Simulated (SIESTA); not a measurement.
Al under changes of volume

One of the cells (16.603 Å³/atom); the others are scaled copies at fixed shape and fractional positions:

```xyz
1
Lattice="0.0000 2.0248 2.0248 2.0248 0.0000 2.0248 2.0248 2.0248 0.0000" Properties=species:S:1:pos:R:3 pbc="T T T"
Al    0.0000    0.0000    0.0000
```

* Program: SIESTA 5.4.2
* Functional: PBE
* Potentials or basis: PseudoDojo 0.4 standard (PBE files)
* Basis: TZP (energy shift 0.01 Ry)
* Grid cutoff: 500 Ry
* Energy shift: 0.01 Ry
* k mesh: 11 × 11 × 11
* Occupations: fermi-dirac, width 0.05 eV
* Spin: no spin polarisation

| volume (Å³/atom) | energy over the lowest point (meV/atom) | pressure (GPa) |
| --- | --- | --- |
| 15.607 | 13.47 | 5.1 |
| 15.939 | 5.14 | 3.0 |
| 16.271 | 0.82 | 1.2 |
| 16.603 | 0.00 | -0.4 |
| 16.935 | 2.35 | -1.8 |
| 17.267 | 7.57 | -3.1 |
| 17.599 | ? | ? |

Task: What does the run at 17.599 Å³/atom give?

Result: Energy over the lowest point 15.23 meV/atom; pressure -4.2 GPa.

Worked out: A Birch-Murnaghan fit of order 3 (a polynomial in V^(-2/3)) to the other rows has its minimum at 16.52 Å³/atom with B0 = V·E''(V) = 78 GPa and B' = 4.5. It gives 15.31 meV/atom at 17.599 Å³/atom, against the run's 15.23, and -dE/dV = -4.3 GPa, against -4.2.

Energies are extrapolated to zero smearing.

Caveats: the basis of atomic orbitals isn't converged, which shifts pressures, moduli and gaps.
